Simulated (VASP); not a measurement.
# AgCl (Fm-3m) in VASP: further runs, part 2 of 2

VASP 6.6.1.

## Step 3: Relaxation of cell and atoms, LDA

INCAR

```
ALGO     = Normal         # electronic algorithm
EDIFF    = 1E-6           # SCF threshold, eV
EDIFFG   = -0.005         # ionic threshold
ENCUT    = 600            # plane-wave cutoff, eV
IBRION   = 2              # ionic algorithm
ISIF     = 3              # what is computed and relaxed
ISMEAR   = 0              # smearing method
LASPH    = True           # aspherical terms in the spheres
LCHARG   = False          # write CHGCAR
LREAL    = False          # projectors in reciprocal space
LWAVE    = False          # write WAVECAR
NELM     = 100            # most SCF steps
NSW      = 100            # ionic steps
PREC     = Accurate       # precision mode
SIGMA    = 0.02           # smearing width, eV
```

KPOINTS

```
k-points
0
Gamma
  10 10 10
```

POSCAR

```
AgCl
1.0
    0.0000000000      2.6773114500      2.6773114500
    2.6773114500      0.0000000000      2.6773114500
    2.6773114500      2.6773114500      0.0000000000
Ag Cl
1 1
Direct
    0.5000000000      0.5000000000      0.5000000000
    0.0000000000      0.0000000000      0.0000000000
```

Potentials or basis: VASP PAW LDA potentials, release 64 (Ag, Cl).

Command:

```
$ cat potpaw_LDA.64/Ag/POTCAR potpaw_LDA.64/Cl/POTCAR > POTCAR
$ mpirun -np 1 vasp_std > vasp.out
```

OUTCAR:

```text
EDIFF = 1E-6
   EDIFFG = -0.005
   ENCUT = 600
   IBRION = 2
   ISIF = 3
   ISMEAR = 0
   LASPH = True
   LREAL = False
   NELM = 100
   NSW = 100
   PREC = Accurate

 ion  position               nearest neighbor table
   1  0.500  0.500  0.500-   2 2.68   2 2.68   2 2.68   2 2.68   2 2.68   2 2.68
   2  0.000  0.000  0.000-   1 2.68   1 2.68   1 2.68   1 2.68   1 2.68   1 2.68

  LATTYP: Found a face centered cubic cell.
 ALAT       =     5.3546229000

  Lattice vectors:

 A1 = (   0.0000000000,   2.6773114500,   2.6773114500)
 A2 = (   2.6773114500,   0.0000000000,   2.6773114500)
 A3 = (   2.6773114500,   2.6773114500,   0.0000000000)

Analysis of symmetry for initial positions (statically):
=====================================================================
 Subroutine PRICEL returns:
 Original cell was already a primitive cell.

 Routine SETGRP: Setting up the symmetry group for a
 face centered cubic supercell.

 Subroutine GETGRP returns: Found 48 space group operations
 (whereof 48 operations were pure point group operations)
 out of a pool of 48 trial point group operations.

The static configuration has the point symmetry O_h .

Analysis of symmetry for dynamics (positions and initial velocities):
=====================================================================
 Subroutine PRICEL returns:
 Original cell was already a primitive cell.

 Routine SETGRP: Setting up the symmetry group for a
 face centered cubic supercell.

 Subroutine GETGRP returns: Found 48 space group operations
 (whereof 48 operations were pure point group operations)
 out of a pool of 48 trial point group operations.

The dynamic configuration has the point symmetry O_h .

 Subroutine INISYM returns: Found 48 space group operations
 (whereof 48 operations are pure point group operations),
 and found     1 'primitive' translations

----------------------------------------------------------------------------------------

                                     Primitive cell

  volume of cell :      38.3819

  direct lattice vectors                    reciprocal lattice vectors
     0.000000000  2.677311450  2.677311450    -0.186754514  0.186754514  0.186754514
     2.677311450  0.000000000  2.677311450     0.186754514 -0.186754514  0.186754514
     2.677311450  2.677311450  0.000000000     0.186754514  0.186754514 -0.186754514

  length of vectors
     3.786290163  3.786290163  3.786290163     0.323468308  0.323468308  0.323468308

  position of ions in fractional coordinates (direct lattice)
     0.500000000  0.500000000  0.500000000
     0.000000000  0.000000000  0.000000000

  ion indices of the primitive-cell ions
   primitive index   ion index
                 1           1
                 2           2

----------------------------------------------------------------------------------------

 KPOINTS: k-points

Automatic generation of k-mesh.
 Grid dimensions read from file:
 generate k-points for:   10   10   10

 Generating k-lattice:

  Cartesian coordinates                     Fractional coordinates (reciprocal lattice)
    -0.018675451  0.018675451  0.018675451     0.100000000  0.000000000  0.000000000
     0.018675451 -0.018675451  0.018675451     0.000000000  0.100000000  0.000000000
     0.018675451  0.018675451 -0.018675451     0.000000000  0.000000000  0.100000000

  Length of vectors
     0.032346831  0.032346831  0.032346831
[... 41 lines left out ...]
   ions per type =               1   1
   NGX,Y,Z   is equivalent  to a cutoff of  13.17, 13.17, 13.17 a.u.
   NGXF,Y,Z  is equivalent  to a cutoff of  26.34, 26.34, 26.34 a.u.
 SYSTEM =  unknown system
   PREC   = accura    normal or accurate (medium, high low for compatibility)
   ISTART =      0    job   : 0-new  1-cont  2-samecut
   ICHARG =      2    charge: 1-file 2-atom 10-const
   ISPIN  =      1    spin polarized calculation?
   LNONCOLLINEAR =      F non collinear calculations
   LSORBIT =      F    spin-orbit coupling
   LASPH  =      T    aspherical Exc in radial PAW
   ENCUT  =  600.0 eV  44.10 Ry    6.64 a.u.   7.56  7.56  7.56*2*pi/ulx,y,z
   NELM   =    100;   NELMIN=  2; NELMDL= -5     # of ELM steps
   EDIFF  = 0.1E-05   stopping-criterion for ELM
   LREAL  =      F    real-space projection
   EDIFFG = -.5E-02   stopping-criterion for IOM
   NSW    =    100    number of steps for IOM
   IBRION =      2    ionic relax: 0-MD 1-quasi-New 2-CG
   NFREE  =      1    steps in history (QN), initial steepest desc. (CG)
   ISIF   =      3    stress and relaxation
   ISYM   =      2    0-nonsym 1-usesym 2-fastsym
   POTIM  = 0.5000    time-step for ionic-motion
   TEBEG  =    0.0;   TEEND  =   0.0 temperature during run
   PSTRESS=    0.0 pullay stress
   NELECT =      18.0000    total number of electrons
   NUPDOWN=      -1.0000    fix difference up-down
   EMIN   =  10.00;   EMAX   =-10.00  energy-range for DOS
   EFERMI =   0.00;   METHOD = LEGACY
   ISMEAR =     0;   SIGMA  =   0.02  broadening in eV -4-tet -1-fermi 0-gaus
   EFERMI_NEDOS =   21; number of points for ismear=-14 and -15
   IALGO  =     38    algorithm
   IMIX   =      4    mixing-type and parameters
     AMIX     =   0.40;   BMIX     =  1.00
     AMIX_MAG =   1.60;   BMIX_MAG =  1.00
  volume/ion in A,a.u.               =      19.19       129.51
  Fermi-wavevector in a.u.,A,eV,Ry     =   1.271911  2.403564 22.010933  1.617758
  Thomas-Fermi vector in A             =   2.404818
   LORBIT       =      0    0 simple, 1 ext, 2 COOP (PROOUT), +10 PAW based schemes
   GGA     = CA    functional components
   LHFCALC =     F    Hartree Fock is set to
   AEXX    =    0.0000 exact exchange contribution
   IVDW    =     0    specifies the selected vdW correction
   LEPSILON=     F    determine dielectric tensor
   LRPA    =     F    only Hartree local field effects (RPA)
 conjugate gradient relaxation of ions
 non-spin polarized calculation
 Gauss-broadening in eV      SIGMA  =   0.02
  energy-cutoff  :      600.00
  volume of cell :       38.38
 maximum number of plane-waves:      1307
   NGX = 15   NGY = 15   NGZ = 15

 number of electron      17.9999997 magnetization

 Free energy of the ion-electron system (eV)
  ---------------------------------------------------
  ext. energy  EPLUGINS =         0.00000000
  ---------------------------------------------------
  free energy    TOTEN  =        -6.79298916 eV

  energy without entropy =       -6.79298916  energy(sigma->0) =       -6.79298916

 E-fermi :   5.1390     XC(G=0): -10.9786

 val. band max:        5.0123635057   @ k =   0.5000   0.0000   0.0000
 cond. band min:       5.6676438594   @ k =   0.0000   0.0000   0.0000
 fundamental gap:      0.6552803537
 Fermi energy:         5.1389691773

 k-point     1 :       0.0000    0.0000    0.0000
  band No.  band energies     occupation
      1     -10.7963      2.00000
      2       2.0051      2.00000
      3       2.0051      2.00000
      4       2.0051      2.00000
      5       2.0520      2.00000
      6       2.0520      2.00000
      7       2.2575      2.00000
      8       2.2575      2.00000
      9       2.2575      2.00000
     10       5.6676      0.00000
     11      15.7225      0.00000
     12      15.7225      0.00000
     13      15.7225      0.00000
[... 354 lines left out ...]
  band No.  band energies     occupation
      1     -10.2546      2.00000
      2      -0.4720      2.00000
      3       0.9149      2.00000
      4       1.0443      2.00000
      5       1.8511      2.00000
      6       2.4391      2.00000
      7       2.7945      2.00000
      8       2.9753      2.00000
      9       3.4684      2.00000
     10       8.0546      0.00000
     11      12.3514      0.00000
     12      12.9427      0.00000
     13      15.3280      0.00000

 [... further k-points ...]

------------------------ aborting loop because EDIFF is reached ----------------------------------------

  FORCE on cell =-STRESS in cart. coord.  units (eV):
  Direction    XX          YY          ZZ          XY          YZ          ZX
  --------------------------------------------------------------------------------------
  -------------------------------------------------------------------------------------
  Total        0.0088809      0.0088809      0.0088809      0.0000000      0.0000000     -0.0000000
  in kB        0.3707156      0.3707156      0.3707156      0.0000000      0.0000000     -0.0000000
  external PRESSURE =       0.3707156 kB  Pullay stress =       0.0000000 kB

 VOLUME and BASIS-vectors are now :
 -----------------------------------------------------------------------------
  energy-cutoff  :      600.00
  volume of cell :       38.38
      direct lattice vectors                 reciprocal lattice vectors
     0.000000000  2.677311450  2.677311450    -0.186754514  0.186754514  0.186754514
     2.677311450  0.000000000  2.677311450     0.186754514 -0.186754514  0.186754514
     2.677311450  2.677311450  0.000000000     0.186754514  0.186754514 -0.186754514

 POSITION                                       TOTAL-FORCE (eV/Angst)
 -----------------------------------------------------------------------------------
      2.67731      2.67731      2.67731         0.000000      0.000000      0.000000
      0.00000      0.00000      0.00000        -0.000000     -0.000000     -0.000000
 -----------------------------------------------------------------------------------
    total drift:                                0.000000      0.000000      0.000000

  FREE ENERGIE OF THE ION-ELECTRON SYSTEM (eV)
  ---------------------------------------------------
  free  energy   TOTEN  =        -6.7929891622 eV

  energy  without entropy=       -6.7929891622  energy(sigma->0) =       -6.79298916

 reached required accuracy - stopping structural energy minimisation
```

Wall time 10 s (1 thread of Intel Xeon 6975P-C (Granite Rapids), shared host); peak memory 0.16 GiB.

Results:

| Quantity | Value |
| --- | --- |
| Free energy | -6.7930 eV |
| Pressure after relaxing | 0.0 GPa |
| Band gap on the k mesh | 0.66 eV, indirect (least direct gap 3.30 eV) |

Final structure:
```cif
data_structure
_symmetry_space_group_name_H-M 'P 1'
_symmetry_Int_Tables_number 1
_cell_length_a 3.7863
_cell_length_b 3.7863
_cell_length_c 3.7863
_cell_angle_alpha 60.000
_cell_angle_beta 60.000
_cell_angle_gamma 60.000
_cell_volume 38.38
loop_
_atom_site_label
_atom_site_type_symbol
_atom_site_fract_x
_atom_site_fract_y
_atom_site_fract_z
_atom_site_occupancy
Ag1 Ag 0.50000 0.50000 0.50000 1
Cl1 Cl 0.00000 0.00000 0.00000 1
```

Levels at points of the mesh, in eV from the valence-band top:
| k point | band 5 | band 6 | band 7 | band 8 | band 9 | band 10 | band 11 | band 12 | band 13 |
| --- | --- | --- | --- | --- | --- | --- | --- | --- | --- |
| (0.00, 0.00, 0.00) | -2.96 | -2.96 | -2.75 | -2.75 | -2.75 | 0.66 | 10.71 | 10.71 | 10.71 |
| (0.50, 0.00, 0.00) | -2.52 | -2.52 | -2.13 | 0.00 | 0.00 | 3.67 | 6.95 | 7.24 | 7.24 |
| (0.50, 0.50, 0.00) | -3.45 | -2.71 | -2.36 | -2.36 | -2.19 | 1.94 | 7.71 | 8.75 | 11.79 |

Caveat: the relaxation stopped at its first step, so nothing moved.

## Step 4: Comparison with measurements

Step 2. Against the measured gap of AgCl, 3.249 eV (indirect; a printed reference work, data compilation), the calculated 0.66 eV is off by -2.59 eV. So large a miss can be the level of theory's own, or it may mean another phase, state or a wrong row. Spin-orbit coupling on Ag is left out. The value is that of LDA on a finite k mesh, which can miss the band edges, without temperature or zero-point motion. Semilocal functionals fall short of measured gaps as a rule.
